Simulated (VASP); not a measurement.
# Te2Mo (P6_3/mmc) in VASP: notebook, part 2 of 2

VASP 6.6.1. Earlier steps stand in the parts before.

## 3. Band structure, PBE

Input file INCAR:

```
PREC     = Accurate       # precision mode
ENCUT    = 500            # plane-wave cutoff, eV
EDIFF    = 1E-6           # SCF threshold, eV
ISMEAR   = -1             # smearing method
SIGMA    = 0.05           # smearing width, eV
LREAL    = False          # projectors in reciprocal space
LASPH    = True           # aspherical terms in the spheres
NELM     = 80             # most SCF steps
ALGO     = Normal         # electronic algorithm
ISIF     = 2              # what is computed and relaxed
LWAVE    = False          # write WAVECAR
LCHARG   = False          # write CHGCAR
LMAXMIX  = 4              # l up to which the mixer works
GGA      = PE             # functional
NBANDS   = 27             # bands
```

Input file KPOINTS:

```
Automatic mesh
0
Gamma
  9 9 2
```

Input file POSCAR:

```
Te2Mo
1.0
    3.5182000000      0.0000000000      0.0000000000
   -1.7591000000      3.0468505756      0.0000000000
    0.0000000000      0.0000000000     13.9736000000
Te Mo
4 2
Direct
    0.6666666667      0.3333333333      0.3790000000
    0.3333333333      0.6666666667      0.8790000000
    0.6666666667      0.3333333333      0.1210000000
    0.3333333333      0.6666666667      0.6210000000
    0.6666666667      0.3333333333      0.7500000000
    0.3333333333      0.6666666667      0.2500000000
```

Input file KPOINTS_OPT:

```
path GMKGALHA,LM,KH
15
line-mode
reciprocal
 0.0000000000  0.0000000000  0.0000000000  G
 0.5000000000  0.0000000000  0.0000000000  M

 0.5000000000  0.0000000000  0.0000000000  M
 0.3333333333  0.3333333333  0.0000000000  K

 0.3333333333  0.3333333333  0.0000000000  K
 0.0000000000  0.0000000000  0.0000000000  G

 0.0000000000  0.0000000000  0.0000000000  G
 0.0000000000  0.0000000000  0.5000000000  A

 0.0000000000  0.0000000000  0.5000000000  A
 0.5000000000  0.0000000000  0.5000000000  L

 0.5000000000  0.0000000000  0.5000000000  L
 0.3333333333  0.3333333333  0.5000000000  H

 0.3333333333  0.3333333333  0.5000000000  H
 0.0000000000  0.0000000000  0.5000000000  A

 0.5000000000  0.0000000000  0.5000000000  L
 0.5000000000  0.0000000000  0.0000000000  M

 0.3333333333  0.3333333333  0.0000000000  K
 0.3333333333  0.3333333333  0.5000000000  H
```

Potentials or basis: VASP PAW PBE potentials, release 54 (Te, Mo).

Started as:

```sh
$ cat potpaw_PBE.54/Te/POTCAR potpaw_PBE.54/Mo/POTCAR > POTCAR
$ mpirun -np 1 vasp_std > vasp.out
```

OUTCAR:

```text
PREC = Accurate
   ENCUT = 500
   EDIFF = 1E-6
   ISMEAR = -1
   LREAL = False
   LASPH = True
   NELM = 80
   ISIF = 2
   GGA = PE

 ion  position               nearest neighbor table
   1  0.667  0.333  0.379-   6 2.72   6 2.72   6 2.72   3 3.61
   2  0.333  0.667  0.879-   5 2.72   5 2.72   5 2.72   4 3.61
   3  0.667  0.333  0.121-   6 2.72   6 2.72   6 2.72   1 3.61
   4  0.333  0.667  0.621-   5 2.72   5 2.72   5 2.72   2 3.61
   5  0.667  0.333  0.750-   2 2.72   4 2.72   2 2.72   4 2.72   2 2.72   4 2.72
   6  0.333  0.667  0.250-   1 2.72   3 2.72   1 2.72   3 2.72   1 2.72   3 2.72

  LATTYP: Found a hexagonal cell.
 ALAT       =     3.5182000000
 C/A-ratio  =     3.9718037633

  Lattice vectors:

 A1 = (   3.5182000000,   0.0000000000,   0.0000000000)
 A2 = (  -1.7591000000,   3.0468505756,   0.0000000000)
 A3 = (   0.0000000000,   0.0000000000,  13.9736000000)

Analysis of symmetry for initial positions (statically):
=====================================================================
 Subroutine PRICEL returns:
 Original cell was already a primitive cell.

[... 182 lines left out ...]
 cond. band min:       7.7156531574   @ k =   0.2222   0.2222   0.0000
 fundamental gap:      0.7842587802
 Fermi energy:         7.3068138952

 k-point     1 :       0.0000    0.0000    0.0000
  band No.  band energies     occupation
      1      -6.0956      2.00000
      2      -5.7744      2.00000
      3      -5.2777      2.00000
      4      -4.7793      2.00000
      5       1.0639      2.00000
      6       2.3653      2.00000
[... 709 lines left out ...]
     26      10.5641      0.00000
     27      11.9014      0.00000

------------------------ aborting loop because EDIFF is reached ----------------------------------------

  FORCE on cell =-STRESS in cart. coord.  units (eV):
  Direction    XX          YY          ZZ          XY          YZ          ZX
  --------------------------------------------------------------------------------------
  -------------------------------------------------------------------------------------
  Total        2.1593746      2.1593746      2.7021921      0.0000000      0.0000000      0.0000000
  in kB       23.0971596     23.0971596     28.9032593      0.0000000      0.0000000      0.0000000
  external PRESSURE =      25.0325262 kB  Pullay stress =       0.0000000 kB

 VOLUME and BASIS-vectors are now :
 -----------------------------------------------------------------------------
  energy-cutoff  :      500.00
  volume of cell :      149.79
      direct lattice vectors                 reciprocal lattice vectors
     3.518200000  0.000000000  0.000000000     0.284236257  0.164103880  0.000000000
    -1.759100000  3.046850576  0.000000000     0.000000000  0.328207759  0.000000000
     0.000000000  0.000000000 13.973600000     0.000000000  0.000000000  0.071563520

 POSITION                                       TOTAL-FORCE (eV/Angst)
 -----------------------------------------------------------------------------------
      1.75910      1.01562      5.29599        -0.000000      0.000000      0.118036
     -0.00000      2.03123     12.28279         0.000000     -0.000000      0.118036
      1.75910      1.01562      1.69081        -0.000000      0.000000     -0.118036
     -0.00000      2.03123      8.67761         0.000000     -0.000000     -0.118036
      1.75910      1.01562     10.48020         0.000000      0.000000     -0.000000
     -0.00000      2.03123      3.49340         0.000000      0.000000     -0.000000
 -----------------------------------------------------------------------------------
    total drift:                               -0.000000      0.000000     -0.000000

  FREE ENERGIE OF THE ION-ELECTRON SYSTEM (eV)
  ---------------------------------------------------
  free  energy   TOTEN  =       -36.0158046822 eV

  energy  without entropy=      -36.0157770101  energy(sigma->0) =      -36.01579085
```

Run time: 7 min. Hardware: 1 thread of Intel Xeon Platinum 8488C (Sapphire Rapids), shared host; peak memory 0.34 GiB.

Results:

```
Free energy             : -36.0158 eV
Pressure                : 2.5 GPa
Largest force           : 0.118 eV/Å
Band gap on the k mesh  : 0.78 eV, indirect (least direct gap 1.03 eV)
Band gap along the path : 0.72 eV, indirect (least direct gap 1.03 eV)
```

Forces on the atoms (eV/Å):
```
Te   0.000  0.000  0.118
Te   0.000  0.000  0.118
Te   0.000  0.000 -0.118
Te   0.000  0.000 -0.118
Mo   0.000  0.000  0.000
Mo   0.000  0.000  0.000
```

Stress tensor (GPa, compression positive):
```
2.31 0.00 0.00
0.00 2.31 0.00
0.00 0.00 2.89
```

Levels at the corners of the path, in eV from the valence-band top:
```
point  band 16  band 17  band 18  band 19  band 20  band 21
    Γ    -1.02    -0.29     0.00     2.94     2.94     3.08
    M    -0.96    -0.58    -0.29     1.25     1.31     1.44
    M    -0.96    -0.58    -0.29     1.25     1.31     1.44
    K    -1.82    -0.30    -0.06     0.97     0.97     1.16
    K    -1.82    -0.30    -0.06     0.97     0.97     1.16
    Γ    -1.02    -0.29     0.00     2.94     2.94     3.08
    Γ    -1.02    -0.29     0.00     2.94     2.94     3.08
    A    -1.03    -0.07    -0.07     2.98     2.98     2.98
    A    -1.03    -0.07    -0.07     2.98     2.98     2.98
    L    -0.96    -0.44    -0.44     1.28     1.28     1.63
    L    -0.96    -0.44    -0.44     1.28     1.28     1.63
    H    -1.97    -0.21    -0.21     0.98     0.98     1.62
    H    -1.97    -0.21    -0.21     0.98     0.98     1.62
    A    -1.03    -0.07    -0.07     2.98     2.98     2.98
    L    -0.96    -0.44    -0.44     1.28     1.28     1.63
    M    -0.96    -0.58    -0.29     1.25     1.31     1.44
    K    -1.82    -0.30    -0.06     0.97     0.97     1.16
    H    -1.97    -0.21    -0.21     0.98     0.98     1.62
```

Caveat: spin-orbit coupling is left out, which moves the levels of the heavy elements; this functional lacks dispersion, which binds the layers, so the pressure and a relaxed spacing across them are unreliable.

## 4. Against experiment

Step 2. Against the measured gap of Te2Mo, 0.88 eV (indirect; 300 K; quoted in “Broadband infrared study of pressure-tunable Fano resonance and metallization transition in 2H-MoTe2”, 2022, pmc:9569381), the calculated 0.72 eV is off by -0.16 eV. Spin-orbit coupling on Mo, Te is left out. The value is that of PBE, without temperature or zero-point motion. Semilocal functionals fall short of measured gaps as a rule.

Step 3. A measured gap of Te2Mo is 0.88 eV (indirect; 300 K; quoted in “Broadband infrared study of pressure-tunable Fano resonance and metallization transition in 2H-MoTe2”, 2022, pmc:9569381); the calculated 0.72 eV misses it by -0.16 eV. Spin-orbit coupling on Mo, Te is left out. The value is that of PBE, without temperature or zero-point motion. Semilocal functionals fall short of measured gaps as a rule.
